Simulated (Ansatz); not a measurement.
## FeNi₃: computed properties

The calculation used DFT PBE, scalar-relativistic, plane waves, PAW (Ansatz).

Cutoff 420 eV; k points 12×12×12 on the computed 4-atom cell (Γ-centred); Gaussian smearing, width 0.10 eV; collinear spin from starting moments 3.2 0.75 0.75 0.75 μB.

The structure is relaxed at this level of theory with its symmetry kept. Whether it is the stable form of this composition wasn't checked.

```yaml
crystal:
  lattice:
    - [3.54369, 0.00000, 0.00000]
    - [0.00000, 3.54369, 0.00000]
    - [0.00000, 0.00000, 3.54369]
  atoms:
    - { symbol: Fe, position: [0.00000, 0.00000, 0.00000] }
    - { symbol: Ni, position: [0.00000, 0.50000, 0.50000] }
    - { symbol: Ni, position: [0.50000, 0.00000, 0.50000] }
    - { symbol: Ni, position: [0.50000, 0.50000, 0.00000] }
```

**Question.** Formation energy from the elements' standard states (uncorrected)?

**Answer.** -0.090 eV/atom.

**Question.** Density of states at the Fermi level?

**Answer.** 3.45 states/eV per cell.

**Question.** Löwdin character within 0.5 eV of the Fermi level?

**Answer.** Ni 3d 57 %, Fe 3d 33 %.

**Question.** Bulk modulus?

**Answer.** 197 GPa.

**Question.** Its pressure derivative?

**Answer.** 4.9.

**Question.** Bader charges (e)?

**Answer.** Fe (1 in the cell) 0.41, Ni (3 in the cell) -0.14.

**Question.** Total moment?

**Answer.** 4.81 μB per cell.

**Question.** Site moments (μB; atoms counted from 1 over the whole cell)?

**Answer.** Fe (atom 1) 2.91, Ni (atom 2) 0.68, Ni (atom 3) 0.68, Ni (atom 4) 0.68.

Only this magnetic start was tried.